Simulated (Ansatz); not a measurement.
# WC: molecular dynamics, part 2 of 2

The plan is to heat the crystal hard, then quench it. Runs: 250 steps of 0.75 fs under a Langevin thermostat at 2800 K; 400 steps of 1 fs under a Langevin thermostat, set from 2240 K to 300 K by a schedule. The start is the crystal (P-6m2), its volume scaled by 1.15.

Ansatz 0.2.0; DFT PBE, plane waves, PAW, scalar-relativistic, no spin polarisation.

## Step 8: Frames and traces

The trajectory, every 29 steps (energies from step 0); msd is the mean square displacement from the start, the centre of mass held:

```tsv
time (fs)	T (K)	potential energy change (meV/atom)	msd C (Å²)	msd W (Å²)
0.0	2100	0.0	0.000	0.000
29.0	1739	27.0	0.250	0.013
58.0	2241	-176.7	0.121	0.026
87.0	2592	-290.9	0.118	0.058
116.0	1617	-199.8	0.170	0.091
145.0	1713	-211.4	0.161	0.106
174.0	1386	-279.7	0.130	0.083
203.0	1338	-314.0	0.115	0.061
232.0	949	-266.2	0.128	0.068
261.0	620	-298.1	0.139	0.067
290.0	697	-341.8	0.099	0.073
319.0	475	-366.1	0.107	0.073
348.0	477	-378.7	0.121	0.064
377.0	339	-388.9	0.077	0.058
400.0	242	-386.7	0.102	0.055
```

time (fs), T (K) and a bar:
```
      0.0       2100 ########################
     17.0       2444 ############################
     35.0       1694 ###################
     52.0       2124 ########################
     70.0       1869 #####################
     87.0       2592 ##############################
    104.0       1684 ##################
    122.0       1848 #####################
    139.0       1546 #################
    157.0       1393 ###############
    174.0       1386 ###############
    191.0       1274 #############
    209.0       1124 ###########
    226.0        931 #########
    243.0        938 #########
    261.0        620 #####
    278.0        777 #######
    296.0        598 #####
    313.0        438 ###
    330.0        460 ###
    348.0        477 ###
    365.0        413 ##
    383.0        291 #
    400.0        242
```

Pair distribution over the second half of the run:

```tsv
r (Å)	g W–C
0.68	0.00
0.84	0.00
1.00	0.00
1.16	0.00
1.32	0.00
1.48	0.00
1.64	0.00
1.80	0.00
1.96	0.04
2.12	2.29
2.28	8.06
2.44	2.75
```

Maxima of the velocity power spectrum (cm⁻¹, relative height; resolution about 170 cm⁻¹): 170 (100), 460 (73).

## Step 9: Frames from the trajectory

Positions (Å) and forces (eV/Å):

```xyz
16
Lattice="-3.038 -5.261 0.000 4.557 -2.631 0.000 0.000 0.000 5.924" Properties=species:S:1:pos:R:3:forces:R:3 pbc="T T T" time_fs=67.0 T=2081 dE=-3.0053
W     0.050   -5.226    0.222   -0.182    1.140   -1.464
C     1.662   -4.453    1.586   -1.113    1.080    0.166
W     0.061   -5.191    3.229    0.154   -0.007   -2.029
C     1.523   -4.417    4.599    0.392    1.159   -0.557
W    -1.425   -2.442    0.015   -2.340   -2.566   -0.037
C    -0.016   -1.650    1.182    0.989    0.788    3.699
W    -1.244   -2.586    2.933   -2.815    1.017    1.622
C     0.303   -1.656    4.301   -2.612    0.752    1.040
W     1.468   -2.490    0.035    2.251   -2.455   -0.537
C     3.029   -1.834    1.280   -0.095    1.251    3.181
W     1.603   -2.661    3.090    1.708   -0.421   -1.851
C     3.122   -1.925    4.490   -0.755    2.057   -0.607
W    -0.031    0.122    0.026    2.373   -0.345    0.007
C    -1.419   -4.157    1.568    0.135   -1.962   -0.260
W     0.047    0.150    3.042    0.879   -0.684   -0.762
C    -1.494   -4.224    4.651    1.032   -0.803   -1.611
16
Lattice="-3.038 -5.261 0.000 4.557 -2.631 0.000 0.000 0.000 5.924" Properties=species:S:1:pos:R:3:forces:R:3 pbc="T T T" time_fs=133.0 T=1466 dE=-3.0783
W     0.199   -4.983    0.035   -1.440   -4.031    1.117
C     1.761   -4.198    1.313   -1.275   -0.450    2.446
W     0.137   -5.195    3.030   -1.405   -0.609   -0.188
C     1.606   -4.546    4.416   -0.149    1.861    1.018
W    -1.487   -2.703    0.105    1.096    1.873   -0.606
C     0.081   -1.489    1.732    0.194   -1.864   -1.833
W    -1.527   -2.555    3.095    2.634   -0.189   -1.889
C     0.199   -1.698    4.305   -1.724   -0.573    3.211
W     1.511   -2.481    0.082    2.333    0.400   -0.192
C     3.108   -1.662    1.631    0.340    0.534   -0.142
W     1.514   -2.504    2.956    2.740   -1.061    0.663
C     3.081   -1.717    4.705    0.582   -0.146   -1.460
W     0.229   -0.023    0.025   -2.333    1.312    2.493
C    -1.296   -4.247    1.623   -0.805   -0.268   -0.404
W     0.083    0.033    3.199   -0.535    1.920   -3.287
C    -1.374   -4.469    4.598   -0.252    1.292   -0.948
16
Lattice="-3.038 -5.261 0.000 4.557 -2.631 0.000 0.000 0.000 5.924" Properties=species:S:1:pos:R:3:forces:R:3 pbc="T T T" time_fs=200.0 T=1427 dE=-5.0533
W     0.134   -5.170   -0.052    0.021    0.143    1.807
C     1.714   -4.277    1.460   -0.942   -0.262    0.878
W     0.078   -5.170    2.972    1.379    0.278    0.503
C     1.656   -4.245    4.483   -0.139   -0.528   -0.295
W    -1.405   -2.636    0.185    0.041    1.940   -2.946
C     0.071   -1.653    1.550    0.882   -0.281   -0.342
W    -1.286   -2.509    3.016   -2.219   -0.403    0.472
C     0.103   -1.601    4.356    0.655   -0.087    1.194
W     1.668   -2.563   -0.011   -1.094    0.158    1.099
C     3.129   -1.739    1.613    0.218    0.785   -0.940
W     1.645   -2.509    3.002   -0.011   -0.639    0.019
C     3.136   -1.689    4.610   -0.077    0.536   -1.669
W    -0.064    0.035    0.076    3.149    0.445   -1.303
C    -1.309   -4.267    1.540   -0.407   -0.616    0.261
W     0.186    0.113    2.880   -1.025   -0.168    2.662
C    -1.332   -4.179    4.607   -0.429   -1.299   -1.400
16
Lattice="-3.038 -5.261 0.000 4.557 -2.631 0.000 0.000 0.000 5.924" Properties=species:S:1:pos:R:3:forces:R:3 pbc="T T T" time_fs=267.0 T=752 dE=-5.0072
W    -0.023   -5.317   -0.055    1.242    1.184   -0.260
C     1.382   -4.270    1.239    1.554   -0.994    1.737
W     0.103   -5.309    2.843    0.126    1.233    1.649
C     1.682   -4.435    4.324   -0.534    0.411    0.308
W    -1.485   -2.437    0.042    0.599   -3.141   -1.458
C     0.096   -1.704    1.520    0.150    0.061   -0.334
W    -1.321   -2.586    2.890   -1.320   -0.943    1.652
C     0.036   -1.825    4.459    1.102    0.920   -0.231
W     1.645   -2.625   -0.068   -1.650    0.332    1.208
C     3.123   -1.822    1.560    0.071    0.463   -0.755
W     1.658   -2.654    3.035   -0.939    0.196   -1.921
C     3.113   -1.786    4.506    0.905   -0.021   -0.981
W     0.078   -0.038    0.053    0.255    1.087   -0.977
C    -1.454   -4.306    1.425    0.037   -0.492    0.173
W     0.183    0.020    2.984   -1.189   -0.014   -0.200
C    -1.339   -4.377    4.343   -0.409   -0.282    0.389
16
Lattice="-3.038 -5.261 0.000 4.557 -2.631 0.000 0.000 0.000 5.924" Properties=species:S:1:pos:R:3:forces:R:3 pbc="T T T" time_fs=333.0 T=419 dE=-5.8720
W     0.091   -5.291   -0.079    0.170    0.790    1.276
C     1.475   -4.300    1.392    1.351   -0.862    0.076
W     0.068   -5.294    2.975    0.621    0.436   -1.486
C     1.632   -4.342    4.342   -0.393   -0.435    0.581
W    -1.400   -2.620   -0.085   -0.858   -0.246    1.346
C     0.057   -1.764    1.547    0.080    0.002   -1.083
W    -1.446   -2.656    2.952   -0.167    0.270   -1.153
C    -0.007   -1.755    4.408    1.096   -0.143    0.383
W     1.625   -2.599   -0.103   -0.630   -0.725    1.237
C     3.246   -1.755    1.479   -1.286   -0.157   -0.268
W     1.588   -2.634    2.875    0.132   -0.182    0.622
C     3.111   -1.777    4.423    0.213    0.058    0.011
W     0.107   -0.016    0.052   -0.136    0.131   -0.847
C    -1.384   -4.454    1.535   -0.550    0.410   -0.896
W     0.045   -0.069    3.021    0.763    1.158   -1.482
C    -1.396   -4.359    4.300   -0.405   -0.507    1.683
16
Lattice="-3.038 -5.261 0.000 4.557 -2.631 0.000 0.000 0.000 5.924" Properties=species:S:1:pos:R:3:forces:R:3 pbc="T T T" time_fs=400.0 T=242 dE=-6.1868
W     0.081   -5.214   -0.017   -0.259   -0.464   -0.526
C     1.452   -4.376    1.475    1.612    0.086   -0.303
W     0.044   -5.267    2.954    0.422    0.252   -0.401
C     1.575   -4.280    4.343   -0.012   -0.843    0.587
W    -1.417   -2.671   -0.008   -0.724    1.108   -1.057
C     0.034   -1.744    1.427    0.366   -0.130   -0.248
W    -1.464   -2.671    2.882   -0.405    1.190    0.758
C    -0.044   -1.736    4.300    1.090    0.072    0.856
W     1.589   -2.607   -0.049   -0.313   -0.028    0.025
C     3.122   -1.773    1.426   -0.238    0.205   -0.025
W     1.557   -2.579    2.916    0.081   -0.592   -0.125
C     3.053   -1.672    4.448    0.532   -0.599   -0.321
W     0.089    0.060   -0.071   -0.744   -0.925    0.074
C    -1.408   -4.435    1.493   -0.519    0.489   -0.849
W     0.069    0.001    2.863   -0.503    0.022    0.975
C    -1.427   -4.376    4.352   -0.386    0.154    0.580
```

On run 2: Under a schedule from 2240 to 300 K over 400 fs, the atoms average 329 K over the last tenth of the run. Such a rate, of order 10^16 K/s, is far beyond any furnace or quench. Counted from the crystal's sites, with the common drift removed, the atoms stand 0.08 Å away over the last tenth of the run (root mean square), 4 % of the neighbour distance: under the 10 to 20 % at which crystals usually melt.

## Step 10: Summary of results

What follows sums up all 2 parts.

| quantity | value |
| --- | --- |
| run 1: length | 250 steps of 0.75 fs |
| run 1: temperature, first and last step | 2625 and 2743 K |
| run 1: temperature, second half | mean 2882 K, from 2016 to 4368 K |
| run 1: potential energy, second half | +371 meV/atom from this run's first step |
| run 1: mean square displacement, second half | C 0.081, W 0.034 Å² |
| run 2: length | 400 steps of 1 fs |
| run 2: temperature, first and last step | 2100 and 242 K |
| run 2: temperature, second half | mean 646 K, from 235 to 1427 K |
| run 2: potential energy, second half | -338 meV/atom from this run's first step |
| run 2: mean square displacement, second half | C 0.113, W 0.066 Å² |

In words: Mean temperatures of the second halves: 2882 K, 646 K. In the last run: counted from the crystal's sites, with the common drift removed, the atoms stand 0.08 Å away over the last tenth of the run (root mean square), 4 % of the neighbour distance: under the 10 to 20 % at which crystals usually melt. Averages from a run of 400 fs with 16 atoms are rough.
